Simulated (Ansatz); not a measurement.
# HfO2: the cost of one run

Method: DFT PBE, scalar-relativistic, plane waves, PAW, in Ansatz 0.2.0.

4 further runs of the same task are left out: 1 that didn't finish, 3 set aside as unsound or not needed.

### Step 1. The system as given

It takes space group Fm-3m (No. 225, cubic). Conventional cell: a = 5.098 Å, b = 5.098 Å, c = 5.098 Å, α = 90.00°, β = 90.00°, γ = 90.00°. Hf (site symmetry m-3m) has 8 O at 2.21 Å as nearest neighbours. O (site symmetry -43m) is surrounded by 4 Hf at 2.21 Å.

Coordinates:

```xyz
3
Lattice="0.0000 2.5488 2.5488 2.5488 0.0000 2.5488 2.5488 2.5488 0.0000" Properties=species:S:1:pos:R:3 pbc="T T T"
Hf    0.0000    0.0000    0.0000
O     1.2744    1.2744    1.2744
O     3.8232    3.8232    3.8232
```

It is the result of an earlier relaxation at this level (volume 11.04 Å³/atom; gap on the mesh: 3.75 eV).

### Step 2. Relaxing at 40 GPa

What is minimised here is the enthalpy; the energy can go up as the cell is squeezed.

File input.yaml:

```yaml
crystal:
  lattice:
    - [0.0, 2.5488057606, 2.5488057606]
    - [2.5488057606, 0.0, 2.5488057606]
    - [2.5488057606, 2.5488057606, 0.0]
  atoms:
    - { symbol: Hf, position: [0.0, 0.0, 0.0] }
    - { symbol: O, position: [0.25, 0.25, 0.25] }
    - { symbol: O, position: [0.75, 0.75, 0.75] }
basis:
  ecutwfc: 420
kpoints:
  mp_grid: { grid: [8, 8, 8] }
hamiltonian:
  xc: pbe
scf:
  occupations: { method: fixed }
output:
  forces: true
  stress: true
  eigenvalues: true
relax:
  adjacent_minimum: "off"
  f_tol: 0.001
  max_steps: 60
  cell: { stress_tol: 0.02, p_target: 40.0 }
```

Started as:

```console
> ansatz run input.yaml --threads 1 --pin off --max-ram 3072MiB --backend cpu --events-out ev --progress --plain --runs-dir out
```

**Question.** How long does this run take on 1 thread of AMD EPYC 9R45 (Zen 5), shared host, and how much memory does it need?

About 4.7 s, with a peak of 0.37 GiB.
